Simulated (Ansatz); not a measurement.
**InAs under changes of volume**

One of the cells (27.489 Å³/atom); the others are scaled copies at fixed shape and fractional positions:

```
CELL_PARAMETERS angstrom
0.00000 3.01800 3.01800
3.01800 0.00000 3.01800
3.01800 3.01800 0.00000
ATOMIC_POSITIONS crystal
In 0.00000 0.00000 0.00000
As 0.75000 0.75000 0.75000
```

| Property | Result |
| --- | --- |
| Program | Ansatz 0.2.0 |
| Functional | PBEsol |
| Potentials or basis | all-electron LAPW, scalar-relativistic |
| Cutoff | 306 eV (chosen from the basis error) |
| Basis error allowed | 0.0005 eV/atom |
| k mesh | 8 × 8 × 8 |
| Occupations | fermi-dirac, width 0.05 eV |
| Spin | no spin polarisation |

```csv
volume (Å³/atom),energy over the lowest point (meV/atom),pressure (GPa)
25.840,40.47,6.0
26.389,22.86,4.3
26.939,10.58,2.8
27.489,3.13,1.5
28.039,0.00,0.3
28.588,0.72,-0.7
29.138,?,?
```

Question: What does the run at 29.138 Å³/atom give?

Answer: Energy over the lowest point 4.90 meV/atom; pressure -1.7 GPa.

Worked out: A Birch-Murnaghan fit of order 3 (a polynomial in V^(-2/3)) to the other rows has its minimum at 28.20 Å³/atom with B0 = V·E''(V) = 56 GPa and B' = 4.6. It gives 4.91 meV/atom at 29.138 Å³/atom, against the run's 4.90, and -dE/dV = -1.7 GPa, against -1.7.

Energies are extrapolated to zero smearing.
